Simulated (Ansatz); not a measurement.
EuS: computed DOS

```xyz
2
Lattice="0.0000 2.9242 2.9242 2.9242 0.0000 2.9242 2.9242 2.9242 0.0000" Properties=species:S:1:pos:R:3 pbc="T T T"
Eu    0.0000    0.0000    0.0000
S     2.9242    2.9242    2.9242
```

The structure comes from a relaxation in the same program, started in the rocksalt type, and has space group Fm-3m. Whether it is a known phase or the ground state wasn't checked.

Where the f shell is localised, expect the real compound to differ from this run without U.

The magnetic state is the one reached from the start moments; no search over orders was made, so it needn't be the ground state.

No spin–orbit coupling, which matters for the heavy atoms here.

Method: Ansatz 0.2.0, DFT, PBE, all-electron LAPW, scalar-relativistic.

Sampling and basis: a Γ-centred 10×10×10 k mesh, Fermi–Dirac smearing of 0.08 eV, basis error target 0.25 meV/atom, spin-polarised from start moments Eu1 7 μB, ending with a cell moment of 6.95 μB.

(1) Which of the resolved shells contributes most within 0.3 eV of the Fermi level?

(2) Where is the centre of the filled Eu 4f states between -14 eV and the top of the filled states?

(3) Tabulate the density of states.

Answers

(1) Eu 4f, with 79 % of all states there; Eu 5d follows with 15 %.

(2) -0.48 eV from the Fermi level.

(3) States per eV and cell, averaged over 0.6 eV, from -5.8 to 1.2 eV, with energies (bin centres) from the Fermi level; empty bins are left out. The partial columns, the largest 4 alone, are projections on Löwdin-orthogonalised atomic shells (those that the program's projection atoms carry: the occupied ones and, for some elements, an empty d or f shell; other empty shells have no column), summed over atoms of an element and both spins. Weights on diffuse s and p shells depend on that basis and aren't pure angular character.
```tsv
E (eV)	spin-up	spin-down	Eu 4f	S 3p	Eu 5d	Eu 6s
-5.6	0.07	0.00	0.00	0.04	0.02	0.01
-5.0	0.77	0.42	0.01	0.75	0.26	0.13
-4.4	0.74	0.94	0.02	1.20	0.25	0.16
-3.8	2.51	2.10	0.06	3.52	0.89	0.02
-3.2	0.91	1.47	0.08	1.95	0.29	0.00
-2.6	0.00	0.07	0.00	0.06	0.00	0.00
-0.8	2.07	0.00	1.82	0.00	0.24	0.00
-0.2	9.68	0.04	9.48	0.07	0.15	0.00
0.4	0.29	0.19	0.09	0.04	0.33	0.00
1.0	0.47	0.32	0.07	0.07	0.60	0.01
```
